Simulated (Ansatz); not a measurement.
# LiBr, a database entry at a rescaled volume

```
Li Br
1.0
     0.00000    2.75693    2.75693
     2.75693    0.00000    2.75693
     2.75693    2.75693    0.00000
Li Br
1 1
Direct
  0.00000 0.00000 0.00000
  0.50000 0.50000 0.50000
```

Single point in Ansatz 0.2.0 with PBE, no spin polarisation. Cutoff 420 eV, PAW datasets, 8×8×8 Γ-centred k mesh, cold filling (width 0.0759 eV).

- Stress: The pressure is 0.0 GPa (compression positive), so with the atoms held at these fractions the cell is close to zero pressure.
- Formation energy: -1.55 eV an atom against the elements' usual phases (free molecules for gases, crystals otherwise, with no correction for O₂ or N₂), so it is bound against them; other compounds may still compete. Relaxing would lower it.
- Electronic structure: The gap is 4.90 eV, indirect (the least direct gap found is 4.91 eV).
- Contacts: Li–Br at 2.76 Å: least valence density 0.07 e/Å³ and ELF 0.02 there, a closed-shell (ionic or weak) contact. Both are smooth PAW fields, read partly inside the augmentation spheres.

Origin: a database entry at a rescaled volume.
